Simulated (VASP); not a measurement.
# Hf (Fm-3m) in VASP: notebook, part 2 of 2

VASP 6.6.1.

### 3 Single point, PBE

File INCAR:

```
PREC = Accurate
ENCUT = 520
EDIFF = 1E-7
ISMEAR = 0
SIGMA = 0.05
LREAL = False
LASPH = True
NELM = 100
ALGO = Fast
ISIF = 2
LWAVE = False
LCHARG = True
GGA = PE
LELF = True
LVHAR = True
NBANDS = 11
```

File KPOINTS:

```
regular mesh
0
Gamma
  8 8 8
```

File POSCAR:

```
Hf
1.0
    0.0000000000      2.2389399613      2.2389399613
    2.2389399613      0.0000000000      2.2389399613
    2.2389399613      2.2389399613      0.0000000000
Hf
1
Direct
    0.0000000000      0.0000000000      0.0000000000
```

Potentials or basis: VASP PAW PBE potentials, release 64 (Hf_pv).

Launch:

```console
$ cat potpaw_PBE.64/Hf_pv/POTCAR > POTCAR
$ mpirun -np 1 vasp_std > vasp.out
```

OUTCAR:

```text
PREC = Accurate
   ENCUT = 520
   EDIFF = 1E-7
   ISMEAR = 0
   LREAL = False
   LASPH = True
   NELM = 100
   ISIF = 2
   GGA = PE

 ion  position               nearest neighbor table
   1  0.000  0.000  0.000-

  LATTYP: Found a face centered cubic cell.
 ALAT       =     4.4778799226

  Lattice vectors:

 A1 = (   0.0000000000,   2.2389399613,   2.2389399613)
 A2 = (   2.2389399613,   0.0000000000,   2.2389399613)
 A3 = (   2.2389399613,   2.2389399613,   0.0000000000)

Analysis of symmetry for initial positions (statically):
=====================================================================
 Subroutine PRICEL returns:
 Original cell was already a primitive cell.

 Routine SETGRP: Setting up the symmetry group for a
 face centered cubic supercell.

 Subroutine GETGRP returns: Found 48 space group operations
 (whereof 48 operations were pure point group operations)
 out of a pool of 48 trial point group operations.

The static configuration has the point symmetry O_h .

Analysis of symmetry for dynamics (positions and initial velocities):
=====================================================================
 Subroutine PRICEL returns:
 Original cell was already a primitive cell.

 Routine SETGRP: Setting up the symmetry group for a
 face centered cubic supercell.

 Subroutine GETGRP returns: Found 48 space group operations
 (whereof 48 operations were pure point group operations)
 out of a pool of 48 trial point group operations.

The dynamic configuration has the point symmetry O_h .

 Subroutine INISYM returns: Found 48 space group operations
 (whereof 48 operations are pure point group operations),
 and found     1 'primitive' translations

----------------------------------------------------------------------------------------

                                     Primitive cell

  volume of cell :      22.4469

  direct lattice vectors                    reciprocal lattice vectors
     0.000000000  2.238939961  2.238939961    -0.223319968  0.223319968  0.223319968
     2.238939961  0.000000000  2.238939961     0.223319968 -0.223319968  0.223319968
     2.238939961  2.238939961  0.000000000     0.223319968  0.223319968 -0.223319968

  length of vectors
     3.166339259  3.166339259  3.166339259     0.386801531  0.386801531  0.386801531

  position of ions in fractional coordinates (direct lattice)
     0.000000000  0.000000000  0.000000000

  ion indices of the primitive-cell ions
   primitive index   ion index
                 1           1

----------------------------------------------------------------------------------------

 KPOINTS: regular mesh

Automatic generation of k-mesh.
 Grid dimensions read from file:
 generate k-points for:    8    8    8

 Generating k-lattice:

  Cartesian coordinates                     Fractional coordinates (reciprocal lattice)
    -0.027914996  0.027914996  0.027914996     0.125000000  0.000000000  0.000000000
     0.027914996 -0.027914996  0.027914996     0.000000000  0.125000000  0.000000000
     0.027914996  0.027914996 -0.027914996     0.000000000  0.000000000  0.125000000

  Length of vectors
     0.048350191  0.048350191  0.048350191

  Shift w.r.t. Gamma in fractional coordinates (k-lattice)
     0.000000000  0.000000000  0.000000000

 Subroutine IBZKPT returns following result:
 ===========================================

 Found     29 irreducible k-points:

 Following reciprocal coordinates:
            Coordinates               Weight
  0.000000  0.000000  0.000000      1.000000
  0.125000  0.000000  0.000000      8.000000
  0.250000  0.000000  0.000000      8.000000
  0.375000  0.000000  0.000000      8.000000
  0.500000  0.000000  0.000000      4.000000
  0.125000  0.125000  0.000000      6.000000
[... 16 lines left out ...]
  0.500000  0.250000  0.125000     48.000000
 -0.375000  0.250000  0.125000     24.000000
 [... further k-points ...]
   k-points           NKPTS =     29   k-points in BZ     NKDIM =     29   number of bands    NBANDS=     11
   number of dos      NEDOS =    301   number of ions     NIONS =      1
   total plane-waves  NPLWV =  13824
   dimension x,y,z NGX =    24 NGY =   24 NGZ =   24
   dimension x,y,z NGXF=    48 NGYF=   48 NGZF=   48
   ions per type =               1
   NGX,Y,Z   is equivalent  to a cutoff of  12.60, 12.60, 12.60 a.u.
   NGXF,Y,Z  is equivalent  to a cutoff of  25.20, 25.20, 25.20 a.u.
 SYSTEM =  unknown system
   PREC   = accura    normal or accurate (medium, high low for compatibility)
   ISTART =      0    job   : 0-new  1-cont  2-samecut
   ICHARG =      2    charge: 1-file 2-atom 10-const
   ISPIN  =      1    spin polarized calculation?
   LNONCOLLINEAR =      F non collinear calculations
   LSORBIT =      F    spin-orbit coupling
   LASPH  =      T    aspherical Exc in radial PAW
   ENCUT  =  520.0 eV  38.22 Ry    6.18 a.u.   5.89  5.89  5.89*2*pi/ulx,y,z
   NELM   =    100;   NELMIN=  2; NELMDL= -5     # of ELM steps
   EDIFF  = 0.1E-06   stopping-criterion for ELM
   LREAL  =      F    real-space projection
   EDIFFG = 0.1E-05   stopping-criterion for IOM
   NSW    =      0    number of steps for IOM
   IBRION =     -1    ionic relax: 0-MD 1-quasi-New 2-CG
   NFREE  =      0    steps in history (QN), initial steepest desc. (CG)
   ISIF   =      2    stress and relaxation
   ISYM   =      2    0-nonsym 1-usesym 2-fastsym
   POTIM  = 0.5000    time-step for ionic-motion
   TEBEG  =    0.0;   TEEND  =   0.0 temperature during run
   PSTRESS=    0.0 pullay stress
   NELECT =      10.0000    total number of electrons
   NUPDOWN=      -1.0000    fix difference up-down
   EMIN   =  10.00;   EMAX   =-10.00  energy-range for DOS
   EFERMI =   0.00;   METHOD = LEGACY
   ISMEAR =     0;   SIGMA  =   0.05  broadening in eV -4-tet -1-fermi 0-gaus
   EFERMI_NEDOS =   21; number of points for ismear=-14 and -15
   IALGO  =     68    algorithm
   IMIX   =      4    mixing-type and parameters
     AMIX     =   0.40;   BMIX     =  1.00
     AMIX_MAG =   1.60;   BMIX_MAG =  1.00
  volume/ion in A,a.u.               =      22.45       151.48
  Fermi-wavevector in a.u.,A,eV,Ry     =   1.250323  2.362769 21.270107  1.563309
  Thomas-Fermi vector in A             =   2.384323
   LORBIT       =      0    0 simple, 1 ext, 2 COOP (PROOUT), +10 PAW based schemes
   GGA     = PE    functional components
   LHFCALC =     F    Hartree Fock is set to
   AEXX    =    0.0000 exact exchange contribution
   IVDW    =     0    specifies the selected vdW correction
   LEPSILON=     F    determine dielectric tensor
   LRPA    =     F    only Hartree local field effects (RPA)
 non-spin polarized calculation
 RMM-DIIS sequential band-by-band and
 Gauss-broadening in eV      SIGMA  =   0.05
  energy-cutoff  :      520.00
  volume of cell :       22.45
 maximum number of plane-waves:       620
   NGX = 11   NGY = 11   NGZ = 11

 number of electron      10.0000000 magnetization

 number of electron       9.9999999 magnetization

 Free energy of the ion-electron system (eV)
  ---------------------------------------------------
  ext. energy  EPLUGINS =         0.00000000
  ---------------------------------------------------
  free energy    TOTEN  =        -9.84239466 eV

  energy without entropy =       -9.84107693  energy(sigma->0) =       -9.84173579

 E-fermi :   4.7705     XC(G=0): -11.2721

 val. band max:        4.6782173688   @ k =  -0.2500   0.2500   0.0000
 cond. band min:       4.8152132688   @ k =   0.3750   0.0000   0.0000
 fundamental gap:      0.1369959000
 Fermi energy:         4.7705035774

 k-point     1 :       0.0000    0.0000    0.0000
  band No.  band energies     occupation
      1     -25.3211      2.00000
      2     -25.3211      2.00000
      3     -25.3211      2.00000
      4      -2.4823      2.00000
      5       6.1113      0.00000
      6       6.1113      0.00000
      7       6.1113      0.00000
      8       8.8922      0.00000
      9       8.8922      0.00000
     10      16.0126      0.00000
     11      17.7632      0.00000
[... 309 lines left out ...]
 k-point    24 :      -0.3750    0.2500    0.1250
  band No.  band energies     occupation
      1     -26.0129      2.00000
      2     -25.6404      2.00000
      3     -25.4953      2.00000
      4       2.4367      2.00000
      5       3.8616      2.00000
      6       5.0962      0.00000
      7       7.0640      0.00000
      8      10.3863      0.00000
      9      12.4618      0.00000
     10      13.0900      0.00000
     11      18.5162      0.00000

 [... further k-points ...]

------------------------ aborting loop because EDIFF is reached ----------------------------------------

  FORCE on cell =-STRESS in cart. coord.  units (eV):
  Direction    XX          YY          ZZ          XY          YZ          ZX
  --------------------------------------------------------------------------------------
  -------------------------------------------------------------------------------------
  Total        0.0152886      0.0152886      0.0152886      0.0000000     -0.0000000      0.0000000
  in kB        1.0912407      1.0912407      1.0912407      0.0000000     -0.0000000      0.0000000
  external PRESSURE =       1.0912407 kB  Pullay stress =       0.0000000 kB

 VOLUME and BASIS-vectors are now :
 -----------------------------------------------------------------------------
  energy-cutoff  :      520.00
  volume of cell :       22.45
      direct lattice vectors                 reciprocal lattice vectors
     0.000000000  2.238939961  2.238939961    -0.223319968  0.223319968  0.223319968
     2.238939961  0.000000000  2.238939961     0.223319968 -0.223319968  0.223319968
     2.238939961  2.238939961  0.000000000     0.223319968  0.223319968 -0.223319968

 POSITION                                       TOTAL-FORCE (eV/Angst)
 -----------------------------------------------------------------------------------
      0.00000      0.00000      0.00000         0.000000      0.000000      0.000000
 -----------------------------------------------------------------------------------
    total drift:                               -0.000000      0.000000      0.000000

  FREE ENERGIE OF THE ION-ELECTRON SYSTEM (eV)
  ---------------------------------------------------
  free  energy   TOTEN  =        -9.8423946569 eV

  energy  without entropy=       -9.8410769262  energy(sigma->0) =       -9.84173579
```

Wall time 7.3 s (1 thread of Intel Xeon Platinum 8488C (Sapphire Rapids), shared host); peak memory 0.13 GiB.

What came out:

```yaml
Free_energy: -9.8424 eV
Pressure: 0.1 GPa
Band_gap_on_the_k_mesh: none (metal or under the smearing width)
```

The run has no spin-orbit coupling, so splittings on Hf are missing.

### 4 Single point, r2SCAN

POSCAR is that of step 3.

File INCAR.step1:

```
  ALGO = Normal
  EDIFF = 1E-4
  ENCUT = 520
  GGA = PE
  ISMEAR = 0
  LASPH = T
  LCHARG = F
  LREAL = F
  LWAVE = T
  NBANDS = 11
  NELM = 100
  PREC = Accurate
  SIGMA = 0.05
```

File INCAR.step2:

```
  ALGO = Normal
  EDIFF = 1E-7
  ENCUT = 520
  ISIF = 2
  ISMEAR = 0
  ISTART = 1
  LASPH = T
  LCHARG = F
  LMIXTAU = T
  LREAL = F
  LWAVE = F
  METAGGA = R2SCAN
  NBANDS = 11
  NELM = 100
  PREC = Accurate
  SIGMA = 0.05
```

File KPOINTS:

```
k-points
0
Gamma
  16 16 16
```

Launch:

```console
$ cat potpaw_PBE.64/Hf_pv/POTCAR > POTCAR
$ cp INCAR.step1 INCAR
$ mpirun -np 1 vasp_std > vasp.out
$ cp INCAR.step2 INCAR
$ mpirun -np 1 vasp_std > vasp.out
```

Run time: 63 s. Hardware: 1 thread of Intel Xeon Platinum 8488C (Sapphire Rapids), shared host; peak memory 0.17 GiB.

The run converged. Its results:

- Free energy: -45.0645 eV
- Pressure: -0.4 GPa
- Band gap on the k mesh: none (metal or under the smearing width)

Levels at points of the mesh, in eV from the Fermi level:
```tsv
k point	band 2	band 3	band 4	band 5	band 6	band 7	band 8	band 9
(0.00, 0.00, 0.00)	-31.13	-31.13	-7.54	1.61	1.61	1.61	4.59	4.59
(0.50, 0.00, 0.00)	-31.24	-31.24	-3.72	0.37	1.41	1.41	6.66	6.66
(0.50, 0.50, 0.00)	-31.42	-31.42	-3.30	-2.15	2.43	6.74	7.24	7.24
```

Caveat: the PAW data sets were made with another functional, which shifts forces and pressure a little. Spin-orbit coupling is left out, which matters for the levels of Hf.
